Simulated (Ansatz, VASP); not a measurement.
Al in VASP and in Ansatz

```
CELL_PARAMETERS angstrom
0.00000 2.97448 2.97448
2.97448 0.00000 2.97448
2.97448 2.97448 0.00000
ATOMIC_POSITIONS crystal
Al 0.12500 0.12500 0.12500
Al 0.87500 0.87500 0.87500
```

Alike in both runs: task single point; functional LDA; k mesh 10 × 10 × 10; occupations fermi-dirac, width 0.1 eV; no spin polarisation.

|  | VASP | Ansatz |
| --- | --- | --- |
| version | VASP 6.6.1 | Ansatz 0.2.0 |
| potentials or method | VASP PAW LDA potentials, release 64 (Al) | plane waves (420 eV) with PAW, scalar-relativistic |
| plane-wave cutoff (eV) | 520 | 420 |
| valence electrons in the cell | 6 | 6 |

|  | VASP | Ansatz | Ansatz less VASP |
| --- | --- | --- | --- |
| pressure (GPa) | 0.0 | 0.0 | -0.03 |

Ansatz warned: «pseudo_functional_mismatch».
